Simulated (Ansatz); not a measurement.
## Al: moving Al off its site

Al, Im-3m, a = 3.213 Å. This isn't the element's structure at ambient conditions. Ansatz: PBEsol, PAW, 420 eV, Γ-centred 14×14×14 mesh on 8 atoms, Gaussian smearing 0.15 eV; no spin polarisation.

```xyz
8
Lattice="3.2129 -3.2129 -3.2129 -3.2129 3.2129 -3.2129 3.2129 3.2129 3.2129" Properties=species:S:1:pos:R:3 pbc="T T T"
Al    0.0000    0.0000   -3.2129
Al    1.6064   -1.6064   -1.6064
Al   -1.6064    1.6064   -1.6064
Al    0.0000    0.0000    0.0000
Al    1.6064    1.6064   -1.6064
Al    3.2129    0.0000    0.0000
Al    0.0000    3.2129    0.0000
Al    1.6064    1.6064    1.6064
```

Atom 1 (Al) moves by x along the unit vector (1.000, 0.000, 0.000), with its periodic images; all else is held. y is the free energy of the cell over the start, F the force along the path summed over the moved atoms. Symmetry makes y even in x.

| x (Å) | y (meV) | F (eV/Å) |
| --- | --- | --- |
| -0.450 | ? | ? |
| -0.270 | 155.4 | 1.16 |
| -0.090 | 17.2 | 0.38 |
| 0.000 | 0.0 | 0.00 |
| 0.180 | 68.8 | -0.77 |
| 0.315 | 212.0 | -1.36 |
| 0.360 | 277.6 | -1.56 |
| 0.405 | 352.5 | -1.77 |

Q: Fit y = c2 x² + c4 x⁴ to the energies of the other rows, give the force constant, and predict energy and force of the missing row.

A: Least squares on the rows shown. y = 2117.4 x² + 192.16 x⁴. The force constant is 2 c2 = 4.23 eV/Å² (for all images moving together, not for a lone atom). The force −dy/dx at the missing row is 1.98 eV/Å (computed 1.98). At x = -0.450 the fit asked for gives 436.7 meV. The run gave 436.9 meV, so the fit is 0.2 meV too low, a small miss on the scale of the series.

The displaced Al atom sits in a nearly harmonic well: the quadratic term supplies almost all of the energy even at the largest displacement, and the positive quartic term stiffens it only slightly. The restoring force reflects the balance in a simple sp metal between the cohesion of delocalised electrons and the screened repulsion between ions. The mild hardening probably comes from the steeper repulsion of the neighbours ahead of the moving atom, which outweighs the softer contacts behind it.

Cubic site symmetry makes the quadratic force constant the same in every direction, whereas the quartic coefficient belongs to the cube axis and may differ along other directions. In phonon terms, moving one atom of the cell mixes several zone-centre and zone-boundary modes, so the curvature of 4.23 eV/Å² is an average in which stiff modes can hide a soft or unstable one. The positive value therefore doesn't establish dynamical stability of the bcc lattice, nor does it test the shear distortions towards close packing to which bcc Al is known to be prone.
